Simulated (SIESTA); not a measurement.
ZnO (zincite):

```xyz
4
Lattice="3.2493 0.0000 0.0000 -1.6247 2.8140 0.0000 0.0000 0.0000 5.2057" Properties=species:S:1:pos:R:3 pbc="T T T"
Zn    1.6247    0.9380    0.0000
Zn    0.0000    1.8760    2.6029
O     0.0000    1.8760    4.5759
O     1.6247    0.9380    1.9730
```

Base run:

| Quantity | Value |
| --- | --- |
| Program | SIESTA 5.4.2 |
| Functional | vdW-DF-cx |
| Potentials or basis | PseudoDojo 0.4 standard (PBE files) |
| Basis | DZP (energy shift 0.002 Ry) |
| Grid cutoff | 800 Ry |
| Energy shift | 0.002 Ry |
| k mesh | 9 × 9 × 5 |
| Occupations | fermi-dirac, width 0.05 eV |
| Spin | no spin polarisation |

Its results: band gap on the k mesh 1.11 eV, direct; pressure 2.5 GPa; largest force 0.128 eV/Å.

Problem. The run is repeated on the same cell with these changes: functional from vdW-DF-cx to PBE; basis from DZP (energy shift 0.002 Ry) to TZP (energy shift 0.002 Ry). What comes out?

Solution. Band gap on the k mesh 1.12 eV, direct; pressure 5.9 GPa; largest force 0.118 eV/Å.

Several settings changed at once, so the effect can't be laid on one alone.

Caveats: semicore shells carry a single zeta, which can move pressures by several GPa and volumes by a few percent; the valence orbitals were made in a potential fitted to the semicore shell under them, which widens gaps by tenths of an eV or more; the basis of atomic orbitals isn't converged, which shifts pressures, moduli and gaps; the potentials were made for another functional, which shifts forces and pressure (some runs).
